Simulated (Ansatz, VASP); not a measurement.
## One calculation of AlN, two programs

```
Al N
1.0
     3.18130    0.00000    0.00000
    -1.59065    2.75509    0.00000
     0.00000    0.00000    5.53680
Al N
2 2
Direct
  0.33333 0.66667 0.00296
  0.66667 0.33333 0.50296
  0.33333 0.66667 0.38204
  0.66667 0.33333 0.88204
```

Alike in both runs: functional LDA; k mesh 9 × 9 × 6; occupations gaussian, width 0.05 eV; no spin polarisation.

Ansatz relaxed the structure, and its values are those at the end. VASP's run is a single point on that final structure, the one shown.

```csv
,VASP,Ansatz
version,VASP 6.6.1,Ansatz 0.2.0
potentials or method,"VASP PAW LDA potentials, release 64 (Al, N)","scalar-relativistic, plane waves, PAW"
plane-wave cutoff (eV),520,520
valence electrons in the cell,16,16
```

Ansatz gave:

| Item | Value |
| --- | --- |
| gap on the k mesh at the Fermi level (eV) | 2.84 |
| least direct gap on the mesh (eV) | 2.84 |
| pressure (GPa) | -24.6 |
| rms of the force components (eV/Å) | 0.002 |

**Question.** Estimate VASP's values.

**Answer.** gap on the k mesh at the Fermi level (eV): 2.84; least direct gap on the mesh (eV): 2.84; pressure (GPa): -24.3; rms of the force components (eV/Å): 0.009.

Ansatz warned: «pseudo_functional_mismatch».

Caveats: so large a pressure means that the cell lies far from this level's equilibrium, or that cutoff or potentials fall short (VASP). LDA gaps usually lie below the measured ones, often by a third to a half.
